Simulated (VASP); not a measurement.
Nd:

```
Nd
1.0
     0.00000    2.60492    2.60492
     2.60492    0.00000    2.60492
     2.60492    2.60492    0.00000
Nd
1
Direct
  0.00000 0.00000 0.00000
```

This isn't the form of Nd at room conditions, which is double hcp.

Base run:

- Program: VASP 6.6.1
- Functional: PBE
- Potentials or basis: VASP PAW PBE potentials, release 64 (Nd)
- Cutoff: 520 eV
- k mesh: 9 × 9 × 9
- Occupations: fermi-dirac, width 0.05 eV
- Spin: collinear spin, ferromagnetic start
- Starting moments: [3.0] μB

Its results: band gap on the k mesh none (metal or under the smearing width); pressure -0.2 GPa; net moment 4.18 μB per cell; site moments Nd +3.38 μB.

Task: The run is repeated on the same cell with these changes: functional from PBE to RPBE; cutoff from 520 eV to 500 eV; occupations from fermi-dirac, width 0.05 eV to gaussian, width 0.02 eV. What comes out?

Result: Band gap on the k mesh none (metal or under the smearing width); pressure 1.4 GPa; net moment 4.23 μB per cell; site moments Nd +3.39 μB.

Caveats: the magnetic or orbital state may not be the lowest; spin-orbit coupling is left out, which moves the levels of the heavy elements; the PAW data sets were made with another functional, which shifts forces and pressure a little (some runs).
